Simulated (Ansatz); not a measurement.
# Pt(111) / 3 layers Tc(0001) / Pt(111): resistance against film thickness, part 2 of 2

Aim: what a thin film of another metal adds to the resistance, first Pt(111) / 3 layers Tc(0001) / Pt(111).

Ansatz 0.2.0; Ansatz plane-wave DFT, PBEsol, PAW files; ballistic transport by layer matching (Landauer), zero bias; PAW set ansatz+soft_1.

So far. Step 5 (With 8 layers, film layers 8): The conductance of the junction is 6.4e14 S/m², 5.1 % under the 6.8e14 S/m² of the last finished run, within the error estimates, leads' steps apart, of 5.9 and 5.9 %.

## 6. With 10 layers, film layers 10

The stack now holds 10 film layers; the k-mesh follows the cell, and the energies span -0.27 to 0.27 eV.

System of this step: Pt(111) / 10 layers Tc(0001) / Pt(111). The cell holds 20 atoms: 10 Pt and 10 Tc. Cell: a = 2.773 Å, b = 2.773 Å, c = 44.110 Å, α = 90.0°, β = 90.0°, γ = 120.0°. It derives from Pt and Tc. Regions: lead, 10 atoms (10 Pt); films, 10 atoms (10 Tc). The structure is stacked along c, and the current runs across the ab planes.

Contents of input.yaml:

```yaml
crystal:
  lattice:
    - [2.7731313745, 0.0, 0.0]
    - [-1.3865656872, 2.4016022183, 0.0]
    - [0.0, 0.0, 44.1102203202]
  atoms:
    - { symbol: Pt, position: [0.0, 0.0, 0.0256658465] }
    - { symbol: Pt, position: [0.3333333333, 0.6666666667, 0.0769975394] }
    - { symbol: Pt, position: [0.6666666667, 0.3333333333, 0.1283292324] }
    - { symbol: Pt, position: [0.0, 0.0, 0.1796609253] }
    - { symbol: Tc, position: [0.3333333333, 0.6666666667, 0.2296609253] }
    - { symbol: Tc, position: [0.6666666667, 0.3333333333, 0.2783292324] }
    - { symbol: Tc, position: [0.3333333333, 0.6666666667, 0.3269975394] }
    - { symbol: Tc, position: [0.6666666667, 0.3333333333, 0.3756658465] }
    - { symbol: Tc, position: [0.3333333333, 0.6666666667, 0.4243341535] }
    - { symbol: Tc, position: [0.6666666667, 0.3333333333, 0.4730024606] }
    - { symbol: Tc, position: [0.3333333333, 0.6666666667, 0.5216707676] }
    - { symbol: Tc, position: [0.6666666667, 0.3333333333, 0.5703390747] }
    - { symbol: Tc, position: [0.3333333333, 0.6666666667, 0.6190073817] }
    - { symbol: Tc, position: [0.6666666667, 0.3333333333, 0.6676756887] }
    - { symbol: Pt, position: [0.0, 0.0, 0.7176756887] }
    - { symbol: Pt, position: [0.3333333333, 0.6666666667, 0.7690073817] }
    - { symbol: Pt, position: [0.6666666667, 0.3333333333, 0.8203390747] }
    - { symbol: Pt, position: [0.0, 0.0, 0.8716707676] }
    - { symbol: Pt, position: [0.3333333333, 0.6666666667, 0.9230024606] }
    - { symbol: Pt, position: [0.6666666667, 0.3333333333, 0.9743341535] }
kpoints:
  mp_grid: { grid: [15, 15, 1] }
hamiltonian:
  xc: pbesol
  pseudopotentials: { kind: paw, azcp: { Pt: "soft_1/Pt.paw.azcp" }, xc_functional: pbe }
scf:
  occupations: { method: fermi_dirac, width: 0.1 }
output:
  transmission:
    leads: [[0, 1]]
    kmesh: [30, 30]
    e_range: [-0.27, 0.27]
    de: 0.036
  write_potential: true
  write_density: true
  volumetric_format: npy
```

Run with:

```sh
> ansatz run input.yaml --threads 4 --pin off --max-ram 8192MiB --backend cpu --events-out ev --progress --plain --runs-dir out
```

Run time: 2.6 min. Hardware: 4 threads of AMD EPYC 7B13 (Zen 3), shared host; peak memory 2.4 GiB.

This step gave:

- free energy: -177231.3421 eV
- energy at zero smearing: -177230.9155 eV
- Fermi energy: 22.79 eV
- step of the lead's potential: 4.1 meV
- lead conductance per cell: 1.734 G₀
- conductance of the junction: 6.48e14 S/m²
- junction conductance per cell: 0.5570 G₀
- estimated errors of the junction's conductance: 0.5, 0.2, 5.5, 8.1, 2.5 % (energy step, band edges, k-mesh, leads' steps, distance from neutral)
- area resistance that the stack adds (contact term taken off, spin by spin): 1.048 fΩ m²

Per spin. The transmission, zone mean by energy, zero at the Fermi level:

| energy (eV) | transmission, zone mean |
| --- | --- |
| -0.270 | 0.678 |
| -0.234 | 0.663 |
| -0.198 | 0.668 |
| -0.162 | 0.674 |
| -0.126 | 0.665 |
| -0.090 | 0.657 |
| -0.054 | 0.632 |
| -0.018 | 0.548 |
| 0.018 | 0.551 |
| 0.054 | 0.518 |
| 0.090 | 0.515 |
| 0.126 | 0.479 |
| 0.162 | 0.465 |
| 0.198 | 0.475 |
| 0.234 | 0.462 |
| 0.270 | 0.432 |

The conductance of the junction is 6.5e14 S/m², 0.71 % over the 6.4e14 S/m² of the last finished run, within the error estimates, leads' steps apart, of 5.9 and 5.5 %.

## 7. Cost and result by level

Times are for 4 threads of AMD EPYC 7B13 (Zen 3), shared host. Results by setting:

| no. | film layers | area resistance that the stack adds (contact term taken off, spin by spin) (fΩ m²) | conductance of the junction (S/m²) | time | memory (GiB) |
| --- | --- | --- | --- | --- | --- |
| 1 | 3 | 1.021 | 6.62e14 | 2.4 min | 1.1 |
| 2 | 5 | 1.150 | 6.09e14 | 100 s | 1.4 |
| 3 | 6 | 0.9811 | 6.78e14 | 1.8 min | 1.8 |
| 4 | 8 | 1.059 | 6.43e14 | 2.3 min | 2.2 |
| 5 | 10 | 1.048 | 6.48e14 | 2.6 min | 2.4 |

## 8. With 5 layers

The run is repeated with changed settings as a check of sensitivity.

This step: Ansatz plane-wave DFT, PBEsol, PAW files; ballistic transport by layer matching (Landauer), zero bias; changed: output.transmission.kmesh = [22, 22], output.transmission.e_range = [-5, 2], output.transmission.de = 0.035; PAW set ansatz+soft_1 (Ansatz 0.2.0).

System of this step: Pt(111) / 5 layers Tc(0001) / Pt(111). The cell holds 13 atoms: 8 Pt and 5 Tc. Cell: a = 2.773 Å, b = 2.773 Å, c = 28.848 Å, α = 90.0°, β = 90.0°, γ = 120.0°. It derives from Pt and Tc. Regions: lead, 8 atoms (8 Pt); films, 5 atoms (5 Tc). The structure is stacked along c, and the current runs across the ab planes.

Contents of input.yaml:

```yaml
crystal:
  lattice:
    - [2.7731313745, 0.0, 0.0]
    - [-1.3865656872, 2.4016022183, 0.0]
    - [0.0, 0.0, 28.8478670172]
  atoms:
    - { symbol: Pt, position: [0.0, 0.0, 0.0392447089] }
    - { symbol: Pt, position: [0.3333333333, 0.6666666667, 0.1177341266] }
    - { symbol: Pt, position: [0.6666666667, 0.3333333333, 0.1962235444] }
    - { symbol: Pt, position: [0.0, 0.0, 0.2747129621] }
    - { symbol: Tc, position: [0.3333333333, 0.6666666667, 0.3511661368] }
    - { symbol: Tc, position: [0.6666666667, 0.3333333333, 0.4255830684] }
    - { symbol: Tc, position: [0.3333333333, 0.6666666667, 0.5] }
    - { symbol: Tc, position: [0.6666666667, 0.3333333333, 0.5744169316] }
    - { symbol: Tc, position: [0.3333333333, 0.6666666667, 0.6488338632] }
    - { symbol: Pt, position: [0.6666666667, 0.3333333333, 0.7252870379] }
    - { symbol: Pt, position: [0.0, 0.0, 0.8037764556] }
    - { symbol: Pt, position: [0.3333333333, 0.6666666667, 0.8822658734] }
    - { symbol: Pt, position: [0.6666666667, 0.3333333333, 0.9607552911] }
kpoints:
  mp_grid: { grid: [15, 15, 1] }
hamiltonian:
  xc: pbesol
  pseudopotentials: { kind: paw, azcp: { Pt: "soft_1/Pt.paw.azcp" }, xc_functional: pbe }
scf:
  occupations: { method: fermi_dirac, width: 0.1 }
output:
  transmission: { leads: [[0, 1]], kmesh: [22, 22], e_range: [-5, 2], de: 0.035 }
  write_potential: true
  write_density: true
  volumetric_format: npy
```

Run time: 4.2 min. Hardware: 4 threads; peak memory 1.3 GiB.

Residual by cycle:

cycle, log10 residual and a bar from the least value:
```
        1        4.1 ##############################
        2        3.1 ############################
        3        1.8 #########################
        4        0.3 #####################
        5       -0.8 ##################
        6       -2.0 ################
        7       -2.6 ##############
        8       -3.7 ############
        9       -4.4 ##########
       10       -5.7 #######
       11       -6.5 #####
       12       -8.7
```

The run finished with changed settings (output.transmission.kmesh = [22, 22], output.transmission.e_range = [-5, 2] and output.transmission.de = 0.035); it serves as a test.

Side by side:

| quantity | this run | sound run | difference |
| --- | --- | --- | --- |
| ballistic conductance of the lead (S/m²) | 2.013e15 | 2.029e15 | -1.6e13 |
| lead conductance per cell (G₀) | 1.7301 | 1.7440 | -0.0138 |
| conductance of the junction (S/m²) | 6.143e14 | 6.088e14 | 5.5e12 |
| junction conductance per cell (G₀) | 0.52803 | 0.52329 | 0.00474 |
| area resistance that the stack adds (contact term taken off, spin by spin) (fΩ m²) | 1.131 | 1.1497 | -0.0187 |

## 9. What came out

| Item | Value |
| --- | --- |
| area resistance, 3 layers | 1.02 fΩ m² |
| area resistance, 5 layers | 1.15 fΩ m² |
| area resistance, 6 layers | 0.981 fΩ m² |
| area resistance, 8 layers | 1.06 fΩ m² |
| area resistance, 10 layers | 1.05 fΩ m² |

The stack adds 1.0 fΩ m² with 3 layers and 1.0 fΩ m² with 10. From 5 layers on no step exceeds the two runs' error estimates together, as expected where only the two interfaces scatter; half the mean, 0.53 fΩ m², is a rough coherent figure for one interface. With an hcp and an fcc partner, odd and even counts of layers end in unlike stacking at the second interface, which mixes with the effect of thickness. Atoms sit on ideal sites and aren't relaxed. Spin-orbit coupling is left out, which matters for Pt. Tc(0001) is stretched by 1.2 % in plane to fit Pt(111), at its own atomic volume.

[Logs are printed without paths, hosts, clocks, repeated set-up lines and the standing remarks that a program may print on its own settings, such as how far it seeks lower states.]

[Hosts, paths, dates, database ids (printed as entryN), source tags and the programs' standing remarks are cut or masked in the printed files.]
